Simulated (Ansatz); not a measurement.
The system is Ti.

```xyz
1
Lattice="-1.6410 1.6410 1.6410 1.6410 -1.6410 1.6410 1.6410 1.6410 -1.6410" Properties=species:S:1:pos:R:3 pbc="T T T"
Ti    0.0000    0.0000    0.0000
```

This isn't the form of Ti at room conditions, which is hcp.

* Program: Ansatz 0.2.0
* Task: relaxation of cell and atoms
* Functional: HSEsol
* Potentials or basis: Ansatz PAW
* Cutoff: 420 eV (not typed: the program's choice for these potentials)
* k mesh: 6 × 6 × 6
* Occupations: fermi-dirac, width 0.05 eV
* Spin: no spin polarisation

At the start: volume 17.68 Å³/atom.

Q: Where does the relaxation end?

A: It ends after 4 steps and the volume is 16.88 Å³/atom (-4.5 %); space group Im-3m (No. 229, to 0.05 Å).

Step by step:
```tsv
step	energy change (eV)	largest force (eV/Å)	volume (Å³)
1	0.0000	0.0000	17.68
2	-0.0141	0.0000	16.92
3	-0.0142	0.0000	16.88
4	-0.0140	0.0000	16.88
```

Final structure:
```
CELL_PARAMETERS angstrom
-1.61605 1.61605 1.61605
1.61605 -1.61605 1.61605
1.61605 1.61605 -1.61605
ATOMIC_POSITIONS crystal
Ti 0.00000 0.00000 0.00000
```

Caveat: the k mesh is coarse (spacing up to 0.45 Å⁻¹), so the values aren't converged, least of all with exact exchange; the plane-wave basis is chosen anew once the cell has moved, so the energies of steps on either side of that aren't comparable; the PAW data sets come from PBE, with cores solved anew for the run's functional, which leaves a small shift of forces and pressure.
